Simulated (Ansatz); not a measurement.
# TaN (P6_3/mmc) in Ansatz: notebook, part 2 of 2

Ansatz 0.2.0. Earlier steps stand in the parts before.

### 5 Single point, LDA+U, collinear spin, program default start

File input.yaml:

```yaml
crystal:
  lattice:
    - [3.04800184, 0.0, 0.0]
    - [-1.52400092, 2.63964703, 0.0]
    - [0.0, 0.0, 4.91799978]
  atoms:
    - { symbol: Ta, position: [0.0, 0.0, 0.0] }
    - { symbol: Ta, position: [0.0, 0.0, 0.5] }
    - { symbol: "N", position: [0.3333333333, 0.6666666667, 0.25] }
    - { symbol: "N", position: [0.6666666667, 0.3333333333, 0.75] }
hamiltonian:
  xc: lda
  pseudopotentials: { kind: paw }
  hubbard: { sites: [{ species: Ta, l: d, u_eff: 6.0 }] }
magnetization:
  spin_polarized: true
kpoints:
  mp_grid: { grid: [7, 7, 4] }
scf:
  occupations: { method: gaussian, width: 0.05 }
output:
  forces: true
  stress: true
  eigenvalues: true
```

Started as:

```sh
$ ansatz run input.yaml --threads 2 --pin off --max-ram 5632MiB --backend cpu --events-out ev --progress --plain --runs-dir out
```

Run time: 99 s. Hardware: 2 threads of Arm Neoverse V2, shared host; peak memory 0.79 GiB.

The run converged. Its results:

| Item | Value |
| --- | --- |
| Free energy | -20101.6673 eV |
| Pressure | 55.6 GPa |
| Largest force | 0.233 eV/Å |
| Band gap on the k mesh | none (metal or under the smearing width) |
| Net moment | -1.46 μB per cell |
| Absolute moment | 1.51 μB per cell |
| Site moments | Ta -0.32; N -0.03 μB |

Forces on the atoms (eV/Å):
```
Ta   0.000  0.000  0.000
Ta   0.000  0.000  0.000
N   -0.202  0.117  0.000
N    0.202 -0.117  0.000
```

Stress tensor (GPa, compression positive):
```
 22.68  -0.48  -0.14
 -0.48  22.13  -0.24
 -0.14  -0.24 121.93
```

Levels at points of the mesh, in eV from the Fermi level:
Spin up:
| k point | band 15 | band 16 | band 17 | band 18 | band 19 | band 20 |
| --- | --- | --- | --- | --- | --- | --- |
| (0.00, 0.00, 0.00) | -3.55 | -3.53 | -3.52 | -0.60 | 0.04 | 0.65 |
| (0.00, 0.00, -0.50) | -5.88 | -5.88 | -0.32 | -0.32 | 1.26 | 1.26 |
Spin down:
| k point | band 17 | band 18 | band 19 | band 20 | band 21 | band 22 |
| --- | --- | --- | --- | --- | --- | --- |
| (0.00, 0.00, 0.00) | -3.61 | -3.60 | -2.01 | -1.63 | -0.11 | 2.62 |
| (0.00, 0.00, -0.50) | -1.92 | -1.92 | -0.30 | -0.30 | 0.16 | 0.16 |

Eigenvalues of the final occupation matrices:
```csv
site,spin,trace,eigenvalues
site 1,1,1.56,0.18 0.23 0.29 0.29 0.56
site 1,2,2.25,0.30 0.32 0.37 0.50 0.75
site 2,1,1.56,0.18 0.23 0.29 0.29 0.56
site 2,2,2.25,0.30 0.32 0.37 0.50 0.75
```

Caveat: the magnetic or orbital state may not be the lowest; a pressure of tens of GPa on the cell as given is suspect, and the run, the potentials or the cell itself is likely at fault; the pressure holds a Pulay correction of +0.7 GPa for the finite cutoff; the PAW data sets come from PBE, with cores solved anew for the run's functional, which leaves a small shift of forces and pressure. The state reached can hang on the start; a lower one may exist.

### 6 Single point, LDA+U, collinear spin, random start

input.yaml: that of step 5 with these lines changed.

```diff
@@ -6,4 +6,4 @@
   atoms:
-    - { symbol: Ta, position: [0.0, 0.0, 0.0] }
-    - { symbol: Ta, position: [0.0, 0.0, 0.5] }
+    - { symbol: Ta, position: [0.0, 0.0, 0.0], spin: -0.17 }
+    - { symbol: Ta, position: [0.0, 0.0, 0.5], spin: -0.41 }
     - { symbol: "N", position: [0.3333333333, 0.6666666667, 0.25] }
@@ -24 +24,5 @@
   eigenvalues: true
+  write_density: true
+  write_potential: true
+  elf: true
+  volumetric_format: npy
```

Potentials or basis: Ansatz PAW.

Started as:

```sh
$ ansatz run input.yaml --threads 2 --pin off --max-ram 5632MiB --backend cpu --events-out ev --progress --plain --runs-dir out
```

The program printed:

```text
Warning: RAYON_NUM_THREADS=2 ignored (pool sized by the plan → 2); use --threads N
Ta: projections on atomic orbitals take those of the free atom [Kr 4d10 4f14] 5s2 5p6 5d3 6s2, of charge +0.00 (hamiltonian.pseudopotentials.projection_atoms); the dataset's partial waves leave at most 6.0e-5 of an orbital's norm unspanned inside its sphere
N: projections on atomic orbitals take those of the free atom [He] 2s2 2p3, of charge +0.00 (hamiltonian.pseudopotentials.projection_atoms); the dataset's partial waves leave at most 9.3e-9 of an orbital's norm unspanned inside its sphere
Engine: ansatz 0.2.0, aarch64-unknown-linux-gnu
Pseudopotentials: kind: paw
Pseudopotential: Ta, paw, valence charge 13, recommended cutoff 420 eV (normal), Ta.paw.azcp
Pseudopotential: N, paw, valence charge 5, recommended cutoff 420 eV (normal), N.paw.azcp
Functional definition: SPW92
  exchange = slater_x
  correlation = pw_c
Crystal: 4 atoms, lattice volume = 39.569 Å³
Basis set: ecut = 420 eV, 785 PW (Γ)
Bands: 23, of which v1, the nominal top of the filled ones, is band 18 counted from 1 (17 counted from 0)
Symmetry: 12 space group operations
Space group: P-3m1 (ITA 164), of the structure as read, at distance tolerance 3.4e-5 Å
Magnetic group: BNS 164.85 (UNI 1315), of the structure as read, at distance tolerance 3.4e-5 Å
k-points: 28 of 196
Non-local potential: Ta, projectors of the file, l = 0: 3, l = 1: 2, l = 2: 2, l = 3: 1
Non-local potential: N, projectors of the file, l = 0: 2, l = 1: 2, l = 2: 1
PAW form: soft (Blöchl's): semilocal exchange-correlation on the pseudo side does not see the compensation charge
[... 192 lines left out ...]
  E_nonlocal   = 139.261061
  E_hartree    = 407.070597
  E_xc         = -561.584305
  E_vxc        = -571.597568  (∫ρ·V_xc dr)
  E_hubbard    = 12.518273  (on-site DFT+U / exact-exchange correction)
  E_vhub       = 2.263650  (the Hubbard potential's part of the band-sum identity)
  E_paw        = -16538.611327  (= ΣΔE_a)
  E_vpaw       = -281.639117  (= ΣTr[D̂ρ^β])
  E_aug_tail   = 0.000526  (compensation charges beyond the density's cutoff)
  E_ewald      = -3418.625152
  E_core_change = 0.677894  (= ΣΔE_core)
  E_smearing   = -0.000591  (= −TS)
  E_closure    = -0.000000  (closes the sum)
  Σ components = -20101.671132   (vs F -20101.671132, Δ=0.00e0)
--- Forces (eV/Å), atoms counted from 1 ---
  atom   1  Ta     0.00000000     0.00000000     0.00000000
  atom   2  Ta     0.00000000    -0.00000000     0.00000000
  atom   3  N     -0.24285980     0.14021517     0.00000340
  atom   4  N      0.24285980    -0.14021517    -0.00000340
  max |Σ_I F_I| component: 2.78e-17 eV/Å
--- Stress (GPa, compression-positive) ---
       25.926801       1.283417       0.000060
        1.283417      27.408764      -0.000035
        0.000060      -0.000035     111.990481
  P = ⅓ Tr σ = 55.1087 GPa (551.087 kbar)
--- Band table (eV; the first three rows and the last of 120) ---
  k-point 0 ↑: bands = ["-46.3941", "-46.0758", "-14.6121", "-12.8972", "-12.7823", "-12.5146", "-12.3462", "-11.5451", "4.0436", "7.5842", "12.5175", "15.3040", "15.4422", "17.0980", "19.2762", "19.3175", "19.3229", "20.0405", "21.6082", "23.1854", "23.2502", "25.6508", "26.9775"]
  k-point 1 ↑: bands = ["-46.3525", "-46.1157", "-14.2300", "-12.8452", "-12.7401", "-12.5681", "-12.4168", "-12.0399", "4.4848", "6.8606", "13.4783", "15.6725", "15.8227", "17.0155", "18.1856", "18.3470", "19.6379", "20.6243", "22.1332", "24.0674", "24.1524", "26.1473", "26.5995"]
  k-point 2 ↑: bands = ["-46.2858", "-46.1809", "-13.2682", "-13.2140", "-12.7509", "-12.6841", "-12.6639", "-12.3975", "5.5605", "5.5744", "15.3651", "15.4174", "16.5734", "16.8578", "16.8759", "16.8832", "21.0552", "22.4231", "22.7698", "23.1494", "23.9473", "24.5914", "27.9210"]
  k-point 59 ↓: bands = ["-46.2985", "-46.0546", "-14.0322", "-13.5556", "-13.0948", "-13.0284", "-12.7244", "-11.9637", "6.0076", "7.1875", "13.0167", "14.5612", "15.7470", "16.7390", "17.3746", "17.9565", "18.6723", "22.6372", "24.3085", "25.7756", "27.4305", "27.7361", "27.9958"]
Occupation matrices written to <dir>
```

rho_z.tsv:

```text
# z_ang	rho[e/angstrom^3]	rho_spin[e/angstrom^3]
# format = ansatz-planar-average/11
# lattice	3.048001843	0.000000000	0.000000000
# lattice	-1.524000922	2.639647027	0.000000000
# lattice	0.000000000	0.000000000	4.917999780
# sites	4
# site	73	0.000000000	0.000000000	0.000000000
# site	73	0.000000000	0.000000000	2.458999890
# site	7	-0.000000000	1.759764685	1.229499945
# site	7	1.524000922	0.879882342	3.688499835
0.000000	1.201541e0	2.488468e-2
0.136611	1.180862e0	2.633361e-2
0.273222	1.110826e0	2.824821e-2
0.409833	9.900776e-1	2.643708e-2
0.546444	8.512291e-1	1.999200e-2
0.683056	7.508599e-1	1.186466e-2
[... 28 lines left out ...]
4.644778	1.110826e0	2.824821e-2
4.781389	1.180862e0	2.633361e-2
```

Run time: 2.1 min. Hardware: 2 threads of Arm Neoverse V2, shared host; peak memory 0.76 GiB.

Results:

```
Free energy            : -20101.6711 eV
Pressure               : 55.1 GPa
Largest force          : 0.280 eV/Å
Band gap on the k mesh : none (metal or under the smearing width)
Net moment             : 0.00 μB per cell
Absolute moment        : 0.95 μB per cell
Site moments           : Ta +0.15, -0.15; N +0.00 μB
```

Forces in eV/Å, atoms in the order of the input:
```
Ta   0.000  0.000  0.000
Ta   0.000  0.000  0.000
N   -0.243  0.140  0.000
N    0.243 -0.140  0.000
```

Stress tensor (GPa, compression positive):
```
 25.93   1.28   0.00
  1.28  27.41   0.00
  0.00   0.00 111.99
```

Eigenvalues of the final occupation matrices:
```
  site  spin  trace               eigenvalues
site 1     1   2.06  0.22 0.31 0.31 0.47 0.75
site 1     2   1.74  0.19 0.30 0.31 0.37 0.57
site 2     1   1.74  0.19 0.30 0.31 0.37 0.57
site 2     2   2.06  0.22 0.31 0.31 0.47 0.75
```

Caveat: the magnetic or orbital state may not be the lowest; a pressure of tens of GPa on the cell as given is suspect, and the run, the potentials or the cell itself is likely at fault; the pressure holds a Pulay correction of +0.7 GPa for the finite cutoff; the PAW data sets come from PBE, with cores solved anew for the run's functional, which leaves a small shift of forces and pressure; the starting moments weren't kept. Spin-orbit coupling is left out, which matters for the levels of Ta.

### 7 Summary

```csv
level,spin,U,cutoff (eV),gap on the mesh (eV),pressure (GPa),moment (μB),largest force (eV/Å)
LDA+U,"collinear, random start",Ta d U = 2 eV,420,none,42.8,0.00,-
r2SCAN+U,"collinear, ferromagnetic start",Ta d U = 6 eV,500,none,76.9,1.62,0.51
LDA+U,"collinear, program default start",Ta d U = 6 eV,420,none,55.6,1.46,0.23
LDA+U,"collinear, random start",Ta d U = 6 eV,420,none,55.1,0.00,0.28
```

Alike in all rows: task single point; potentials or basis Ansatz PAW; cell as given; k mesh 7 × 7 × 4; smearing gaussian 0.05 eV.

Every run on the cell as given and a fine mesh finds a metal. The pressure there spans 42.8 GPa (LDA+U) to 76.9 GPa (r2SCAN+U); a positive pressure means that this level wants a larger cell, a negative one a smaller.

Caveats: the magnetic or orbital state may not be the lowest; a pressure of tens of GPa on the cell as given is suspect, and the run, the potentials or the cell itself is likely at fault; the PAW data sets come from PBE, with cores solved anew for the run's functional, which leaves a small shift of forces and pressure; the starting moments weren't kept (some runs).

Absolute energies hang on the potentials; compare differences alone.
